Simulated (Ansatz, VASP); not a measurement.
Two plane-wave programs on Hg

File INCAR:

```
SYSTEM = Hg
ALGO = Normal
EDIFF = 1E-7
ENCUT = 520
GGA = PE
ISIF = 2
ISMEAR = 0
LASPH = .TRUE.
LCHARG = .TRUE.
LELF = .TRUE.
LREAL = .FALSE.
LVHAR = .TRUE.
LWAVE = .FALSE.
NBANDS = 12
NELM = 60
PREC = Accurate
SIGMA = 0.05
```

KPOINTS

```
k-points
0
G
  12 12 12
  0 0 0
```

File POSCAR:

```
Hg
1.0
   -1.8767364354      1.8767364354      1.9168448550
    1.8767364354     -1.8767364354      1.9168448550
    1.8767364354      1.8767364354     -1.9168448550
Hg
1
Direct
    0.5000000000      0.5000000000      0.0000000000
```

Input for Ansatz:

```yaml
crystal:
  lattice:
    - [-1.8767364354, 1.8767364354, 1.916844855]
    - [1.8767364354, -1.8767364354, 1.916844855]
    - [1.8767364354, 1.8767364354, -1.916844855]
  atoms:
    - { symbol: Hg, position: [0.5, 0.5, 0.0] }
basis:
  ecutwfc: 420
  fft_grid_basis: typed
kpoints:
  mp_grid: { grid: [12, 12, 12] }
hamiltonian:
  xc: pbe
  pseudopotentials: { kind: paw }
scf:
  occupations: { method: gaussian, width: 0.05 }
output:
  forces: true
  stress: true
  eigenvalues: true
  bader: true
  write_density: true
  volumetric_format: npy
  elf: true
```

Alike in both runs: task single point; functional PBE; k mesh 12 × 12 × 12; occupations gaussian, width 0.05 eV; no spin polarisation.

```csv
,VASP,Ansatz
version,VASP 6.6.1,Ansatz 0.2.0
potentials or method,"VASP PAW PBE potentials, release 64 (Hg)","scalar-relativistic, plane waves, PAW"
plane-wave cutoff (eV),520,420
valence electrons in the cell,12,20
```

Ansatz gave:

| Property | Result |
| --- | --- |
| gap on the k mesh at the Fermi level (eV) | none |
| pressure (GPa) | 0.9 |
| largest component of the traceless stress (GPa) | 0.08 |

Q: Estimate VASP's values.

A: gap on the k mesh at the Fermi level (eV): none; pressure (GPa): 1.1; largest component of the traceless stress (GPa): 0.07.

A gap of «none» marks a metal or a gap that the smearing closes. The two sets of potentials don't hold the same shells in valence.

Spin-orbit coupling is left out, which matters for the levels of Hg.
